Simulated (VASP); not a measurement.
# ZrC (Fm-3m) in VASP: relaxation of cell and atoms with PBE

Aim: the relaxation of cell and atoms of ZrC with PBE.

Everything below comes from runs of VASP 6.6.1. Logs are shortened: lines on timing, memory, paths and dates and some standing lists are left out, and cuts for length are marked.

## 1. The structure

Symmetry: Fm-3m, No. 225, cubic system. Conventional cell: a = 4.730 Å, b = 4.730 Å, c = 4.730 Å, α = 90.00°, β = 90.00°, γ = 90.00°. Zr (site symmetry m-3m) is surrounded by 6 C at 2.37 Å. Around C (site symmetry m-3m) lie 6 Zr at 2.37 Å.

## 2. Relaxation of cell and atoms, PBE

INCAR

```
SYSTEM = ZrC
PREC = Accurate
ENCUT = 600
EDIFF = 1E-7
ISMEAR = 0
SIGMA = 0.1
LREAL = .FALSE.
LASPH = .TRUE.
NELM = 80
ALGO = Fast
ISIF = 3
LWAVE = .FALSE.
LCHARG = .FALSE.
GGA = PE
IBRION = 2
NSW = 80
EDIFFG = -0.004
```

KPOINTS

```
Automatic mesh
0
G
  16 16 16
  0 0 0
```

POSCAR

```
ZrC
1.0
    0.0000000000      2.3650000000      2.3650000000
    2.3650000000      0.0000000000      2.3650000000
    2.3650000000      2.3650000000      0.0000000000
Zr C
1 1
Direct
    0.5000000000      0.5000000000      0.5000000000
    0.0000000000      0.0000000000      0.0000000000
```

Potentials or basis: VASP PAW PBE potentials, release 64 (Zr_sv, C).

Run with:

```
> cat potpaw_PBE.64/Zr_sv/POTCAR potpaw_PBE.64/C/POTCAR > POTCAR
> mpirun -np 1 vasp_std > vasp.out
```

OUTCAR:

```text
SYSTEM = ZrC
   PREC = Accurate
   ENCUT = 600
   EDIFF = 1E-7
   ISMEAR = 0
   LREAL = .FALSE.
   LASPH = .TRUE.
   NELM = 80
   ISIF = 3
   GGA = PE
   IBRION = 2
   NSW = 80
   EDIFFG = -0.004

 ion  position               nearest neighbor table
   1  0.500  0.500  0.500-   2 2.37   2 2.37   2 2.37   2 2.37   2 2.37   2 2.37
   2  0.000  0.000  0.000-   1 2.37   1 2.37   1 2.37   1 2.37   1 2.37   1 2.37

  LATTYP: Found a face centered cubic cell.
 ALAT       =     4.7300000000

  Lattice vectors:

 A1 = (   0.0000000000,   2.3650000000,   2.3650000000)
 A2 = (   2.3650000000,   0.0000000000,   2.3650000000)
 A3 = (   2.3650000000,   2.3650000000,   0.0000000000)

Analysis of symmetry for initial positions (statically):
=====================================================================
 Subroutine PRICEL returns:
 Original cell was already a primitive cell.

 Routine SETGRP: Setting up the symmetry group for a
 face centered cubic supercell.

 Subroutine GETGRP returns: Found 48 space group operations
 (whereof 48 operations were pure point group operations)
 out of a pool of 48 trial point group operations.

The static configuration has the point symmetry O_h .

Analysis of symmetry for dynamics (positions and initial velocities):
=====================================================================
 Subroutine PRICEL returns:
 Original cell was already a primitive cell.

 Routine SETGRP: Setting up the symmetry group for a
 face centered cubic supercell.

 Subroutine GETGRP returns: Found 48 space group operations
 (whereof 48 operations were pure point group operations)
 out of a pool of 48 trial point group operations.

The dynamic configuration has the point symmetry O_h .

 Subroutine INISYM returns: Found 48 space group operations
 (whereof 48 operations are pure point group operations),
 and found     1 'primitive' translations

----------------------------------------------------------------------------------------

                                     Primitive cell

  volume of cell :      26.4560

  direct lattice vectors                    reciprocal lattice vectors
     0.000000000  2.365000000  2.365000000    -0.211416490  0.211416490  0.211416490
     2.365000000  0.000000000  2.365000000     0.211416490 -0.211416490  0.211416490
     2.365000000  2.365000000  0.000000000     0.211416490  0.211416490 -0.211416490

  length of vectors
     3.344615075  3.344615075  3.344615075     0.366184103  0.366184103  0.366184103

  position of ions in fractional coordinates (direct lattice)
     0.500000000  0.500000000  0.500000000
     0.000000000  0.000000000  0.000000000

  ion indices of the primitive-cell ions
[... 101 lines left out ...]
   LHFCALC =     F    Hartree Fock is set to
   AEXX    =    0.0000 exact exchange contribution
   IVDW    =     0    specifies the selected vdW correction
   LEPSILON=     F    determine dielectric tensor
   LRPA    =     F    only Hartree local field effects (RPA)
 conjugate gradient relaxation of ions
 non-spin polarized calculation
 RMM-DIIS sequential band-by-band and
 Gauss-broadening in eV      SIGMA  =   0.10
  energy-cutoff  :      600.00
  volume of cell :       26.46
 maximum number of plane-waves:       905
   NGX = 13   NGY = 13   NGZ = 13

--------------------------------------- Ionic step        1  -------------------------------------------

 number of electron      16.0000000 magnetization

 Free energy of the ion-electron system (eV)
  ---------------------------------------------------
  ext. energy  EPLUGINS =         0.00000000
  ---------------------------------------------------
  free energy    TOTEN  =       -19.46045987 eV

  energy without entropy =      -19.45845695  energy(sigma->0) =      -19.45945841

------------------------ aborting loop because EDIFF is reached ----------------------------------------

  FORCE on cell =-STRESS in cart. coord.  units (eV):
  Direction    XX          YY          ZZ          XY          YZ          ZX
  --------------------------------------------------------------------------------------
  -------------------------------------------------------------------------------------
  Total       -0.4585350     -0.4585350     -0.4585350      0.0000000      0.0000000      0.0000000
  in kB      -27.7689593    -27.7689593    -27.7689593      0.0000000      0.0000000      0.0000000
  external PRESSURE =     -27.7689593 kB  Pullay stress =       0.0000000 kB
[... 59 lines left out ...]
--------------------------------------- Ionic step        3  -------------------------------------------

 number of electron      16.0000000 magnetization

 Free energy of the ion-electron system (eV)
  ---------------------------------------------------
  ext. energy  EPLUGINS =         0.00000000
  ---------------------------------------------------
  free energy    TOTEN  =       -19.46342390 eV

  energy without entropy =      -19.46148263  energy(sigma->0) =      -19.46245326

 E-fermi :   9.5323     XC(G=0): -12.1035

 val. band max:        9.5244287218   @ k =   0.3125   0.2500   0.0000
 cond. band min:       9.5337638221   @ k =   0.4375   0.4375   0.0000
 fundamental gap:      0.0093351003
 Fermi energy:         9.5323313198

 k-point     1 :       0.0000    0.0000    0.0000
  band No.  band energies     occupation
      1     -38.5858      2.00000
      2     -16.3004      2.00000
      3     -16.3004      2.00000
      4     -16.3004      2.00000
      5      -1.7425      2.00000
      6      10.4761      0.00000
      7      10.4761      0.00000
      8      10.4761      0.00000
      9      10.6352      0.00000
     10      10.6352      0.00000
     11      10.6352      0.00000
     12      12.3381      0.00000
[... 331 lines left out ...]
 k-point    24 :      -0.0625    0.0625    0.0000
  band No.  band energies     occupation
      1     -38.5761      2.00000
      2     -16.3819      2.00000
      3     -16.3220      2.00000
      4     -16.3020      2.00000
      5      -1.5118      2.00000
      6       9.1547      2.00000
      7       9.3673      1.98042
      8       9.5123      1.22271
      9      10.7772      0.00000
     10      11.3945      0.00000
     11      11.4778      0.00000
     12      12.9573      0.00000

 [... further k-points ...]

------------------------ aborting loop because EDIFF is reached ----------------------------------------

  FORCE on cell =-STRESS in cart. coord.  units (eV):
  Direction    XX          YY          ZZ          XY          YZ          ZX
  --------------------------------------------------------------------------------------
  -------------------------------------------------------------------------------------
  Total        0.0002618      0.0002618      0.0002618      0.0000000      0.0000000     -0.0000000
  in kB        0.0160595      0.0160595      0.0160595      0.0000000      0.0000000     -0.0000000
  external PRESSURE =       0.0160595 kB  Pullay stress =       0.0000000 kB
[... 17 lines left out ...]
  FREE ENERGIE OF THE ION-ELECTRON SYSTEM (eV)
  ---------------------------------------------------
  free  energy   TOTEN  =       -19.4634238983 eV

  energy  without entropy=      -19.4614826267  energy(sigma->0) =      -19.46245326

 reached required accuracy - stopping structural energy minimisation
```

CONTCAR:

```text
ZrC
   1.00000000000000
     0.0000000000000000    2.3549363260853653    2.3549363260853653
     2.3549363260853653    0.0000000000000000    2.3549363260853653
     2.3549363260853653    2.3549363260853653    0.0000000000000000
  Zr              C
     1     1
Direct
     0.5000000000000000    0.5000000000000000    0.5000000000000000
     0.0000000000000000    0.0000000000000000    0.0000000000000000

  0.00000000E+00  0.00000000E+00  0.00000000E+00
  0.00000000E+00  0.00000000E+00  0.00000000E+00
```

Run time: 2.1 min. Hardware: 1 thread of Intel Xeon 6975P-C (Granite Rapids), shared host; peak memory 0.21 GiB.

Results:

- Free energy: -19.4634 eV
- Relaxed volume: 13.06 Å³/atom
- Relaxed cell: a = 3.330 Å, b = 3.330 Å, c = 3.330 Å, α = 60.00°, β = 60.00°, γ = 60.00°
- Space group after relaxing (to 0.05 Å): Fm-3m (No. 225)
- Energy gained by relaxing: 1.5 meV/atom
- Ionic steps: 3
- Pressure after relaxing: 0.0 GPa
- Band gap on the k mesh: none (metal or under the smearing width)

The path:
```csv
step,energy change (eV),largest force (eV/Å),pressure (GPa),volume (Å³)
1,0.0000,0.0000,-2.78,26.46
2,0.0047,0.0000,4.74,25.59
3,-0.0030,0.0000,0.00,26.12
```

Final structure:
```xyz
2
Lattice="0.0000 2.3549 2.3549 2.3549 0.0000 2.3549 2.3549 2.3549 0.0000" Properties=species:S:1:pos:R:3 pbc="T T T"
Zr    2.3549    2.3549    2.3549
C     0.0000    0.0000    0.0000
```

Levels at points of the mesh, in eV from the Fermi level:
```
           k point  band 4  band 5  band 6  band 7  band 8  band 9  band 10  band 11  band 12
(0.00, 0.00, 0.00)  -25.83  -11.27    0.94    0.94    0.94    1.10     1.10     1.10     2.81
(0.50, 0.00, 0.00)  -25.91   -8.23   -5.26   -2.90   -2.90    4.48     4.48     5.30     6.51
(0.50, 0.50, 0.00)  -26.11  -10.11   -2.06   -1.73    0.06    0.06     4.43     5.63     5.63
```
